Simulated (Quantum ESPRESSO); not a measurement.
**Ag under changes of volume**

One of the cells (17.048 Å³/atom); the others are scaled copies at fixed shape and fractional positions:

```
Ag
1.0
     0.00000    2.04275    2.04275
     2.04275    0.00000    2.04275
     2.04275    2.04275    0.00000
Ag
1
Direct
  0.00000 0.00000 0.00000
```

```yaml
Program: Quantum ESPRESSO 7.5
Functional: LDA
Potentials_or_basis: PseudoDojo 0.4.1 SR LDA stringent
Cutoff: 1170 eV
Density_cutoff: 4680 eV
k_mesh: 11 × 11 × 11
Occupations: fermi-dirac, width 0.05 eV
Spin: no spin polarisation
```

```csv
volume (Å³/atom),energy over the lowest point (meV/atom),pressure (GPa)
16.025,0.00,-0.4
16.366,3.87,-3.1
16.707,?,?
17.048,27.31,-7.6
17.389,45.46,-9.3
17.730,67.06,-10.8
18.071,91.55,-12.1
```

Question: What does the run at 16.707 Å³/atom give?

Answer: Energy over the lowest point 13.22 meV/atom; pressure -5.5 GPa.

Worked out: A Birch-Murnaghan fit of order 3 (a polynomial in V^(-2/3)) to the other rows has its minimum at 15.98 Å³/atom, just outside them, with B0 = V·E''(V) = 144 GPa and B' = 6.1. It gives 13.23 meV/atom at 16.707 Å³/atom, against the run's 13.22, and -dE/dV = -5.6 GPa, against -5.5.

Energies are extrapolated to zero smearing.
